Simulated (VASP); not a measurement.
Set up this calculation in VASP 6.6.1, as the native input.

```
Task                   : band structure
Functional             : revPBE
Potentials or basis    : VASP PAW PBE potentials, release 64 (Ba_sv, Ti_sv, O)
Cutoff                 : 520 eV
k mesh                 : 7 × 7 × 7
Occupations            : fermi-dirac, width 0.05 eV
Spin                   : no spin polarisation
Further INCAR settings : ALGO = Normal; EDIFF = 1e-06; NBANDS = 28
```

The structure of BaTiO3 lies in POSCAR:

```
BaTiO3
1.0
    3.9998000000      0.0000000000      0.0000000000
    0.0000000000      3.9998000000      0.0000000000
    0.0000000000      0.0000000000      4.0180000000
Ba Ti O
1 1 3
Direct
    0.0000000000      0.0000000000      0.0000000000
    0.5000000000      0.5000000000      0.4900000000
    0.0000000000      0.5000000000      0.5170000000
    0.5000000000      0.0000000000      0.5170000000
    0.5000000000      0.5000000000      0.0190000000
```

One way to write it, as run:

INCAR

```
SYSTEM = BaTiO3
PREC     = Accurate       ! precision mode
ENCUT    = 520            ! plane-wave cutoff, eV
EDIFF    = 1E-6           ! SCF threshold, eV
ISMEAR   = -1             ! smearing method
SIGMA    = 0.05           ! smearing width, eV
LREAL    = .FALSE.        ! projectors in reciprocal space
LASPH    = .TRUE.         ! aspherical terms in the spheres
NELM     = 60             ! most SCF steps
ALGO     = Normal         ! electronic algorithm
ISIF     = 2              ! what is computed and relaxed
LWAVE    = .FALSE.        ! write WAVECAR
LCHARG   = .FALSE.        ! write CHGCAR
LMAXMIX  = 4              ! l up to which the mixer works
GGA      = RE             ! functional
NBANDS   = 28             ! bands
```

KPOINTS

```
regular mesh
0
G
  7 7 7
  0 0 0
```

KPOINTS_OPT

```
path GXMGZRAZ,XR,MA
15
line-mode
reciprocal
 0.0000000000  0.0000000000  0.0000000000  G
 0.0000000000  0.5000000000  0.0000000000  X

 0.0000000000  0.5000000000  0.0000000000  X
 0.5000000000  0.5000000000  0.0000000000  M

 0.5000000000  0.5000000000  0.0000000000  M
 0.0000000000  0.0000000000  0.0000000000  G

 0.0000000000  0.0000000000  0.0000000000  G
 0.0000000000  0.0000000000  0.5000000000  Z

 0.0000000000  0.0000000000  0.5000000000  Z
 0.0000000000  0.5000000000  0.5000000000  R

 0.0000000000  0.5000000000  0.5000000000  R
 0.5000000000  0.5000000000  0.5000000000  A

 0.5000000000  0.5000000000  0.5000000000  A
 0.0000000000  0.0000000000  0.5000000000  Z

 0.0000000000  0.5000000000  0.0000000000  X
 0.0000000000  0.5000000000  0.5000000000  R

 0.5000000000  0.5000000000  0.0000000000  M
 0.5000000000  0.5000000000  0.5000000000  A
```

Potentials or basis: VASP PAW PBE potentials, release 64 (Ba_sv, Ti_sv, O).

The run is started by

```console
$ cat potpaw_PBE.64/Ba_sv/POTCAR potpaw_PBE.64/Ti_sv/POTCAR potpaw_PBE.64/O/POTCAR > POTCAR
$ mpirun -np 1 vasp_std > vasp.out
```

Results of the run:

```
Pressure                : 7.3 GPa
Largest force           : 0.271 eV/Å
Band gap on the k mesh  : 1.89 eV, indirect (least direct gap 2.09 eV)
Band gap along the path : 1.80 eV, indirect (least direct gap 2.09 eV)
```

Caveat: the PAW data sets were made with another functional, which shifts forces and pressure a little; spin-orbit coupling is left out, which moves the levels of the heavy elements; the mesh misses the band edges, which the band path finds closer together.

It took 3.6 min on 1 thread of Intel(R) Xeon(R) Platinum 8488C (Sapphire Rapids) (shared host), peak memory 0.24 GiB.
